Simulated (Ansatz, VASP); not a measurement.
# One calculation of Mg, two programs

File INCAR:

```
SYSTEM = Mg
PREC = Accurate
ENCUT = 520
EDIFF = 1E-7
ISMEAR = -1
SIGMA = 0.05
LREAL = .False.
LASPH = .True.
NELM = 80
ALGO = Normal
ISIF = 2
LWAVE = .False.
LCHARG = .False.
GGA = PE
NBANDS = 7
```

Contents of KPOINTS:

```
regular mesh
0
Gamma
  11 11 11
  0 0 0
```

The input POSCAR:

```
Mg
1.0
   -1.7488052827      1.7488052827      1.7488052827
    1.7488052827     -1.7488052827      1.7488052827
    1.7488052827      1.7488052827     -1.7488052827
Mg
1
Direct
    0.0000000000      0.0000000000      0.0000000000
```

File input.yaml:

```yaml
crystal:
  lattice:
    - [-1.7488052827, 1.7488052827, 1.7488052827]
    - [1.7488052827, -1.7488052827, 1.7488052827]
    - [1.7488052827, 1.7488052827, -1.7488052827]
  atoms:
    - { symbol: Mg, position: [0.0, 0.0, 0.0] }
hamiltonian:
  xc: pbe
  pseudopotentials: { kind: paw }
kpoints:
  mp_grid: { grid: [11, 11, 11] }
scf:
  occupations: { method: fermi_dirac, width: 0.05 }
output:
  forces: true
  stress: true
  eigenvalues: true
```

Change from the starting cell: volume scaled by 0.96.

Alike in both runs: task single point; functional PBE; k mesh 11 × 11 × 11; occupations fermi-dirac, width 0.05 eV; no spin polarisation.

|  | VASP | Ansatz |
| --- | --- | --- |
| version | VASP 6.6.1 | Ansatz 0.2.0 |
| potentials or method | VASP PAW PBE potentials, release 64 (Mg) | Ansatz PAW |
| plane-wave cutoff (eV) | 520 | 420 |
| valence electrons in the cell | 2 | 10 |

VASP gave:

- gap on the k mesh at the Fermi level (eV): none
- pressure (GPa): 2.6

What did Ansatz give for the same quantities?

gap on the k mesh at the Fermi level (eV): none; pressure (GPa): 2.7.

A gap of «none» marks a metal or a gap that the smearing closes. The two sets of potentials don't hold the same shells in valence.
